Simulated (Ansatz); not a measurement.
The system is PtS2.

```
CELL_PARAMETERS angstrom
3.54320 0.00000 0.00000
-1.77160 3.06850 0.00000
0.00000 0.00000 5.03880
ATOMIC_POSITIONS crystal
Pt 0.00000 0.00000 0.00000
S 0.66667 0.33333 0.77300
S 0.33333 0.66667 0.22700
```

Base run:

```yaml
Program: Ansatz 0.2.0
Functional: HSE06 form with a typed share of exact exchange
Potentials_or_basis: Ansatz PAW
Cutoff: 420 eV
Density_cutoff: 1680 eV
k_mesh: 5 × 5 × 3
Occupations: fermi-dirac, width 0.05 eV
Spin: no spin polarisation
```

Its results: band gap on the k mesh 2.21 eV, indirect (least direct gap 2.48 eV); largest force 0.874 eV/Å.

Task: After a change of settings the same cell gave: band gap on the k mesh 1.66 eV, indirect (least direct gap 1.91 eV); largest force 0.976 eV/Å. Which change was it?
A. functional from HSE06 form with a typed share of exact exchange to PBEsol; k mesh from 5 × 5 × 3 to 9 × 9 × 5
B. screening (1/å) from 0.1 to 0.4
C. functional from HSE06 form with a typed share of exact exchange to PBEsol0
D. functional from HSE06 form with a typed share of exact exchange to r2SCAN50; cutoff from 420 eV to 500 eV; density cutoff from 1680 eV to 2000 eV

Result: B.

Caveats: odd divisions of the mesh miss points on the zone boundary, where band edges often lie, so the gap on the mesh can be too wide; spin-orbit coupling is left out, which moves the levels of the heavy elements; the PAW data sets come from PBE, with cores solved anew for the run's functional, which leaves a small shift of forces and pressure.

Not every run made on this cell is shown here.
